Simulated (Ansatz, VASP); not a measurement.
## One calculation of ZnS, two programs

```
CELL_PARAMETERS angstrom
3.71954 0.00000 0.00000
-1.85977 3.22122 0.00000
0.00000 0.00000 6.16091
ATOMIC_POSITIONS crystal
Zn 0.33333 0.66667 0.00640
Zn 0.66667 0.33333 0.50640
S 0.33333 0.66667 0.37860
S 0.66667 0.33333 0.87860
```

Change from the starting cell: in-plane strain -0.005, out-of-plane length and atoms relaxed by PAW.

Alike in both runs: functional LDA; k mesh 6 × 6 × 4; no spin polarisation.

Ansatz relaxed the structure, and its values are those at the end. VASP's run is a single point on that final structure, the one shown.

|  | VASP | Ansatz |
| --- | --- | --- |
| version | VASP 6.6.1 | Ansatz 0.2.0 |
| potentials or method | VASP PAW LDA potentials, release 64 (Zn, S) | PAW with Ansatz's default frozen-core files, scalar-relativistic |
| plane-wave cutoff (eV) | 520 | 420 |
| occupations | gaussian, width 0.01 eV | fixed |
| valence electrons in the cell | 36 | 36 |

VASP gave:

- pressure (GPa): 0.9

Task: What did Ansatz give for the same quantities?

Result: Pressure (GPa): 0.6.
